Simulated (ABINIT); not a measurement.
Runs of ABINIT 10.8.3 (patched build) on Hf. Symmetry: P6_3/mmc, No. 194, hexagonal system. The conventional cell has a = 3.197 Å, b = 3.197 Å, c = 5.058 Å, α = 90.00°, β = 90.00°, γ = 120.00°. Hf (site symmetry -6m2) has 12 Hf at 3.13 to 3.20 Å as nearest neighbours. 

```tsv
task	level	cell	cutoff (eV)	fine-grid cutoff	cell freedom (optcell)	cutoff smearing ecutsm (Ha)	optimiser (ionmov)	force stop (Ha/bohr)	gap on the mesh (eV)	pressure (GPa)
band structure	revPBE	as given	626	1224.51 eV	-	-	-	-	none	(a)
band structure	RPBE	as given	626	1224.51 eV	-	-	-	-	none	(b)
band structure	BLYP	as given	626	1224.51 eV	-	-	-	-	none	3.1
relaxation of cell and atoms	PBE	relaxed	517	1034.03 eV	2	0.5	2	0.0005	none	0.0
relaxation of cell and atoms	PBE	relaxed to 10 GPa	517	1034.03 eV	2	0.5	2	0.0005	none	10.0
band structure	PBE	as given	626	1224.51 eV	-	-	-	-	none	0.2
band structure	r2SCAN	as given	626	1224.51 eV	-	-	-	-	none	-0.3
band structure	WC	as given	626	1224.51 eV	-	-	-	-	none	-4.0
band structure	SCAN	as given	626	1224.51 eV	-	-	-	-	none	(c)
band structure	PBEsol	as given	626	1224.51 eV	-	-	-	-	none	-4.2
relaxation of cell and atoms	PBE	relaxed to 30 GPa	517	1034.03 eV	2	0.5	2	0.0005	none	30.0
relaxation of cell and atoms	PBE	relaxed to 5 GPa	517	1034.03 eV	2	0.5	2	0.0005	none	5.1
```

Alike in all rows: potentials or basis JTH PAW PBE v2.0; no spin polarisation; k mesh 10 × 10 × 5; smearing fermi-dirac 0.05 eV.

Question: Estimate the missing entries.

Answer: (a) 2.2; (b) 3.0; (c) -4.6.

Caveats: spin-orbit coupling is left out, which moves the levels of the heavy elements (some runs); the PAW data sets were made with another functional, which shifts forces and pressure a little (some runs).

A k mesh can miss the band edges, and the runs leave out spin-orbit coupling on Hf.

A gap of «none» marks a metal or a gap under the smearing width.
